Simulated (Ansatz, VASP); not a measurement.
AlN: VASP beside Ansatz

```xyz
2
Lattice="-0.0788 1.9405 1.9405 1.9405 -0.0788 1.9405 1.9405 1.9405 -0.0788" Properties=species:S:1:pos:R:3 pbc="T T T"
Al    1.9012    1.9012    1.9012
N     0.0000    0.0000    0.0000
```

Alike in both runs: task single point; functional PBE; k mesh 10 × 10 × 10; occupations gaussian, width 0.05 eV; no spin polarisation.

|  | VASP | Ansatz |
| --- | --- | --- |
| version | VASP 6.6.1 | Ansatz 0.2.0 |
| potentials or method | VASP PAW PBE potentials, release 64 (Al, N) | scalar-relativistic, plane waves, PAW |
| plane-wave cutoff (eV) | 520 | 520 |
| valence electrons in the cell | 8 | 8 |

VASP gave:

| Item | Value |
| --- | --- |
| gap on the k mesh at the Fermi level (eV) | 3.99 |
| least direct gap on the mesh (eV) | 5.91 |
| pressure (GPa) | 24.9 |
| largest component of the traceless stress (GPa) | 12.82 |

Q: What did Ansatz give for the same quantities?

A: gap on the k mesh at the Fermi level (eV): 4.00; least direct gap on the mesh (eV): 5.89; pressure (GPa): 25.0; largest component of the traceless stress (GPa): 12.81.

Caveats: so large a pressure means that the cell lies far from this level's equilibrium, or that cutoff or potentials fall short (VASP). A k mesh can miss the band edges.
